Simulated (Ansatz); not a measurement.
**HgTe (Coloradoite) under changes of volume**

One of the cells (33.215 Å³/atom); the others are scaled copies at fixed shape and fractional positions:

```
Hg Te
1.0
     0.00000    3.21450    3.21450
     3.21450    0.00000    3.21450
     3.21450    3.21450    0.00000
Hg Te
1 1
Direct
  0.00000 0.00000 0.00000
  0.75000 0.75000 0.75000
```

| Property | Result |
| --- | --- |
| Program | Ansatz 0.2.0 |
| Functional | r2SCAN |
| Potentials or basis | Ansatz PAW |
| Cutoff | 500 eV (not typed: the program's choice for these potentials) |
| k mesh | 7 × 7 × 7 |
| Occupations | fermi-dirac, width 0.05 eV |
| Spin | no spin polarisation |

```csv
volume (Å³/atom),energy over the lowest point (meV/atom),pressure (GPa)
31.223,83.96,7.2
31.887,57.40,5.7
32.551,36.63,4.4
33.215,?,?
33.880,10.05,2.1
34.544,3.19,1.2
35.208,0.00,0.4
```

Q: What does the run at 33.215 Å³/atom give?

A: Energy over the lowest point 21.03 meV/atom; pressure 3.2 GPa.

Worked out: A Birch-Murnaghan fit of order 3 (a polynomial in V^(-2/3)) to the other rows has its minimum at 35.52 Å³/atom, just outside them, with B0 = V·E''(V) = 40 GPa and B' = 5.1. It gives 21.04 meV/atom at 33.215 Å³/atom, against the run's 21.03, and -dE/dV = 3.2 GPa, against 3.2.

Energies are extrapolated to zero smearing.

Caveats: the PAW data sets come from PBE, with cores solved anew for the run's functional, which leaves a small shift of forces and pressure.
